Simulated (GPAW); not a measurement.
Runs of GPAW 26.7.0 on MoS2. Symmetry: R-3m, No. 166, trigonal system. The conventional cell has a = 3.171 Å, b = 3.171 Å, c = 18.345 Å, α = 90.00°, β = 90.00°, γ = 120.00°. Around Mo (site symmetry -3m) lie 6 S at 2.39 Å. S (site symmetry 3m) is surrounded by 3 Mo at 2.39 Å. Measurements of this composition are mostly on another form, of space group No. 194.

| task | level | potentials or basis | k mesh | band path | band points | pressure (GPa) | V0 of scaled cells (Å³/atom) | B0 (GPa) | largest force (eV/Å) |
| --- | --- | --- | --- | --- | --- | --- | --- | --- | --- |
| equation of state | LDA | the program's PAW data sets (release 1.2.1) made for this functional, pw | 7 × 7 × 7 | - | - | - | 17.74 | 151 | - |
| equation of state | PBEsol | PAW data sets generated in the run's folder for this functional, pw | 7 × 7 × 7 | - | - | - | 18.12 | 144 | - |
| band structure | LDA | the program's PAW data sets (release 1.2.1) made for this functional, pw | 7 × 7 × 7 | GLB1,BZGX,QFP1Z,LP | 100 | -0.2 | - | - | 0.51 |
| band structure | PBEsol | PAW data sets generated in the run's folder for this functional, pw | 7 × 7 × 7 | GLB1,BZGX,QFP1Z,LP | 100 | 3.0 | - | - | (a) |
| single point | PBEsol | PAW data sets generated in the run's folder for this functional, pw | 10 × 10 × 10 | - | - | 2.7 | - | - | (b) |

Alike in all rows: no spin polarisation; cell as given; cutoff (eV) 600; smearing fermi-dirac 0.05 eV.

Task: Estimate the missing entries.

Result: (a) 0.74; (b) 0.75.

Caveats: the cell's inner coordinates are idealised or old, which leaves forces on the atoms; the cell was scaled at fixed shape and fractional positions, which overstates the stiffness of a crystal with free parameters, most of all of layers and chains (some runs).

Not every run made on this cell is shown here.
